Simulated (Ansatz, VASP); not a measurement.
Si2Mo in VASP and in Ansatz

```xyz
3
Lattice="-1.5563 1.5563 3.8263 1.5563 -1.5563 3.8263 1.5563 1.5563 -3.8263" Properties=species:S:1:pos:R:3 pbc="T T T"
Si    0.0000    0.0000    2.5577
Si    0.0000    0.0000    5.0949
Mo    0.0000    0.0000    0.0000
```

Alike in both runs: task relaxation of shape and atoms at fixed volume; functional PBE; k mesh 18 × 18 × 18; occupations gaussian, width 0.1 eV; no spin polarisation.

|  | VASP | Ansatz |
| --- | --- | --- |
| version | VASP 6.6.1 | Ansatz 0.2.0 |
| potentials or method | VASP PAW PBE potentials, release 64 (Si, Mo_sv) | scalar-relativistic, plane waves, PAW |
| plane-wave cutoff (eV) | 600 | 420 |
| valence electrons in the cell | 22 | 22 |

```csv
,VASP,Ansatz,Ansatz less VASP
"gap on the k mesh at the Fermi level, each at its own relaxed structure (eV)",none,none,-
relaxed volume (Å³/atom),12.36,12.36,0.000
relaxed cell length with the largest relative difference (Å),4.418,4.419,+0.0008
```

A gap of «none» marks a metal or a gap that the smearing closes.
